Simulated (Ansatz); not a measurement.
Au:

```
CELL_PARAMETERS angstrom
0.00000 2.03500 2.03500
2.03500 0.00000 2.03500
2.03500 2.03500 0.00000
ATOMIC_POSITIONS crystal
Au 0.00000 0.00000 0.00000
```

| Quantity | Value |
| --- | --- |
| Program | Ansatz 0.2.0 |
| Task | relaxation of cell and atoms |
| Functional | BLYP |
| Dispersion | D4 |
| Potentials or basis | Ansatz PAW |
| Cutoff | 420 eV (not typed: the program's choice for these potentials) |
| k mesh | 11 × 11 × 11 |
| Occupations | fermi-dirac, width 0.05 eV |
| Spin | no spin polarisation |

At the start: volume 16.85 Å³/atom.

Task: Where does the relaxation end?

Result: It ends after 5 steps and the volume is 17.89 Å³/atom (+6.1 %); space group Fm-3m (No. 225, to 0.05 Å).

The path:
```tsv
step	energy change (eV)	largest force (eV/Å)	volume (Å³)
1	0.0000	0.0000	16.85
2	-0.0291	0.0000	18.11
3	-0.0303	0.0000	17.92
4	-0.0304	0.0000	17.89
5	-0.0308	0.0000	17.89
```

Final structure:
```
Au
1.0
     0.00000    2.07586    2.07586
     2.07586    0.00000    2.07586
     2.07586    2.07586    0.00000
Au
1
Cartesian
  0.0000 0.0000 0.0000
```

Caveat: the plane-wave basis is chosen anew once the cell has moved, so the energies of steps on either side of that aren't comparable; the PAW data sets come from PBE, with cores solved anew for the run's functional, which leaves a small shift of forces and pressure.
